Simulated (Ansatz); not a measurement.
The system is TiB2.

```xyz
3
Lattice="3.0292 0.0000 0.0000 -1.5146 2.6234 0.0000 0.0000 0.0000 3.2284" Properties=species:S:1:pos:R:3 pbc="T T T"
Ti    0.0000    0.0000    0.0000
B     1.5146    0.8745    1.6142
B     0.0000    1.7489    1.6142
```

Base run:

```yaml
Program: Ansatz 0.2.0
Functional: PBE
Potentials_or_basis: Ansatz PAW
Cutoff: "420 eV (not typed: the program's choice for these potentials)"
k_mesh: 10 × 10 × 8
Occupations: fermi-dirac, width 0.05 eV
Spin: no spin polarisation
```

Its results: band gap on the k mesh none (metal or under the smearing width); pressure 0.3 GPa.

Problem. After a change of settings the same cell gave: band gap on the k mesh none (metal or under the smearing width); pressure -5.1 GPa. Which change was it?
A. functional from PBE to PBEsol
B. functional from PBE to RPBE
C. occupations from fermi-dirac, width 0.05 eV to gaussian, width 0.011 eV
D. functional from PBE to LDA

Solution. A.

PBEsol binds more tightly than PBE, so the same cell stands under less pressure.

Caveats: the PAW data sets come from PBE, with cores solved anew for the run's functional, which leaves a small shift of forces and pressure (some runs).
